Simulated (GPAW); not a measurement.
**Ca in GPAW: convergence with density grid spacing (A)**

Input of the first run (density grid spacing (A) 0.24); the others differ in this setting and in those tied to it:

run.py

```python
from ase import Atoms
from ase.dft.bandgap import bandgap
from ase.io import write
from ase.units import GPa
from gpaw import GPAW, PW

atoms = Atoms(['Ca'],
              cell=[[-2.2052049036, 2.2052049036, 2.19611481],
                    [2.2052049036, -2.2052049036, 2.19611481],
                    [2.2052049036, 2.2052049036, -2.19611481]],
              scaled_positions=[[0.5, 0.5, 0.0]],
              pbc=True)

calc = GPAW(mode=PW(600),
            h=0.24,
            xc='PBE',
            kpts={'size': (7, 7, 7), 'gamma': True},
            occupations={'name': 'fermi-dirac', 'width': 0.05},
            nbands=12,
            convergence={'density': 1e-05, 'energy': 1e-05},
            maxiter=100,
            txt='gpaw.txt')
atoms.calc = calc
energy = atoms.get_potential_energy()
forces = atoms.get_forces()
stress = atoms.get_stress()
calc.write('gs.gpw')
write('result.traj', atoms)
print(f'Energy: {energy:.6f} eV')
print('Forces (eV/A):')
print(forces.round(4))
print('Stress (GPa):', (stress / GPa).round(3))
print('Fermi level:', round(calc.get_fermi_level(), 4), 'eV')
print(f'Gap: {bandgap(calc)[0]:.4f} eV, direct: {bandgap(calc, direct=True)[0]:.4f} eV')
```

Potentials or basis: GPAW PAW data sets (gpaw-data 1.2.1), pw.

The run is started by

```bash
$ OMP_NUM_THREADS=1 python run.py
```

This isn't the form of Ca at room conditions, which is fcc.

Hardware: 1 thread of Arm Neoverse V1, on a shared host.

Question: The values tried are 0.24, 0.2, 0.17, 0.15, 0.13, 0.11, 0.09, loosest first. From which on does the energy stay within 1 meV/atom of the tightest run that finished?

Answer: From 0.2 on.

| density grid spacing (A) | energy less the tightest run, at zero smearing (meV/atom) | SCF cycles | CPU time (s) | peak memory (GiB) |
| --- | --- | --- | --- | --- |
| 0.24 | -1.86 | 11 | 7.8 | 0.14 |
| 0.2 | -0.84 | 11 | 9.6 | 0.14 |
| 0.17 | -0.39 | 11 | 17 | 0.15 |
| 0.15 | -0.23 | 11 | 23 | 0.15 |
| 0.13 | -0.14 | 11 | 29 | 0.16 |
| 0.11 | -0.06 | 11 | 47 | 0.18 |
| 0.09 | 0.00 | 11 | 88 | 0.25 |

The tightest run that finished is the yardstick and may itself not be fully converged.
